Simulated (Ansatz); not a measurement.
Sb:

```
CELL_PARAMETERS angstrom
3.35453 0.00000 0.00000
-1.67727 2.90511 0.00000
0.00000 0.00000 5.47016
ATOMIC_POSITIONS crystal
Sb 0.66667 0.33333 0.75000
Sb 0.33333 0.66667 0.25000
```

This isn't the form of Sb at room conditions, which is rhombohedral.

- Program: Ansatz 0.2.0
- Task: relaxation of cell and atoms
- Functional: PBEsol
- Dispersion: D3(BJ)
- Potentials or basis: Ansatz PAW
- Cutoff: 420 eV (not typed: the program's choice for these potentials)
- k mesh: 9 × 9 × 5
- Occupations: fermi-dirac, width 0.05 eV
- Spin: no spin polarisation

At the start: volume 26.65 Å³/atom.

**Question.** Where does the relaxation end?

**Answer.** It ends after 6 steps and the volume is 24.72 Å³/atom (-7.3 %); space group P6_3/mmc (No. 194, to 0.05 Å).

Step by step:
```csv
step,energy change (eV),largest force (eV/Å),volume (Å³)
1,0.0000,0.0000,53.31
2,-0.0426,0.0000,47.43
3,-0.0634,0.0000,49.79
4,-0.0640,0.0000,49.47
5,-0.0641,0.0000,49.44
6,-0.0630,0.0000,49.44
```

Final structure:
```
Sb
1.0
     3.27114    0.00000    0.00000
    -1.63557    2.83289    0.00000
     0.00000    0.00000    5.33502
Sb
2
Direct
  0.66667 0.33333 0.75000
  0.33333 0.66667 0.25000
```

Caveat: the plane-wave basis is chosen anew once the cell has moved, so the energies of steps on either side of that aren't comparable; pairwise dispersion overbinds metals, which lowers pressure and volume; the PAW data sets come from PBE, with cores solved anew for the run's functional, which leaves a small shift of forces and pressure.
